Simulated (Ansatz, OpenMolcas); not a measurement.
**Predicting a hybrid from its neighbours: C4H10Zn (diethylzinc (DEZ))**

C4H10Zn has 15 atoms, charge 0, and is taken as a singlet. SMILES: `CC[Zn]CC`. The coordinates come from a PBE0-D4/def2-TZVP relaxation.

The HOMO–LUMO gap y, in eV, basis 6-31G(d); a is the functional's share of exact exchange. Programs: Ansatz 0.2.0, OpenMolcas 26.06.

| functional | program | a | y (eV) |
| --- | --- | --- | --- |
| r2SCAN | Ansatz | 0 | 5.12 |
| BLYP | Ansatz | 0 | 4.45 |
| B3LYP | Ansatz | 0.2 | 5.92 |
| PBE0 | OpenMolcas | 0.25 | ? |
| BHLYP | OpenMolcas | 0.5 | 8.03 |

Q: Fit y = c + s·a to the known rows and predict PBE0.

A: 
1. Means of the 4 rows: a = 0.1750, y = 5.880.
2. Σ(Δa)² = 0.1675, Σ(Δa·Δy) = 1.083, so the slope is 1.083/0.1675 = 6.4657.
3. Intercept: 5.880 − (6.4657) × 0.1750 = 4.749. The largest residual of the fit is 0.37.
4. PBE0: 4.749 + (6.4657) × 0.25 = 6.37 eV.

The run gave 6.43 eV, so the prediction is off by -0.06 eV, within the largest residual. Exact exchange lowers occupied levels and raises empty ones. The rows mix families of semi-local functionals, which the line can't see.
